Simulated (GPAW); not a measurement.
Crystal: HfO2.

```
Hf O
1.0
     3.55802    0.00000    0.00000
     0.00000    3.55802    0.00000
     0.00000    0.00000    5.17186
Hf O
2 4
Direct
  0.00000 0.00000 0.00000
  0.50000 0.50000 0.50000
  0.00000 0.50000 0.19721
  0.50000 0.00000 0.30279
  0.50000 0.00000 0.80279
  0.00000 0.50000 0.69721
```

Measurements of this composition are mostly on another form, of space group No. 14.

Base run:

```yaml
Program: GPAW 26.7.0
Functional: optB88-vdW
Potentials_or_basis: GPAW PAW data sets (gpaw-data 1.2.1)
Cutoff: 800 eV
Basis: pw
k_mesh: 7 × 7 × 5
Occupations: fermi-dirac, width 0.05 eV
Spin: no spin polarisation
```

Its results: band gap on the k mesh 4.77 eV, indirect (least direct gap 4.84 eV); largest force 0.229 eV/Å.

Q: After a change of settings the same cell gave: band gap on the k mesh 4.72 eV, indirect (least direct gap 4.79 eV); largest force 0.266 eV/Å. Which change was it?
A. functional from optB88-vdW to LDA; potentials or basis from GPAW PAW data sets (gpaw-data 1.2.1) to the program's PAW data sets (release 1.2.1) made for this functional
B. functional from optB88-vdW to r2SCAN; k mesh from 7 × 7 × 5 to 5 × 5 × 4
C. functional from optB88-vdW to vdW-DF-cx

A: C.

Caveats: the PAW data sets were made with another functional, which shifts forces and pressure a little; spin-orbit coupling is left out, which moves the levels of the heavy elements; an odd mesh through Γ misses points on the zone boundary, where band edges often lie.

Not every run made on this cell is shown here.
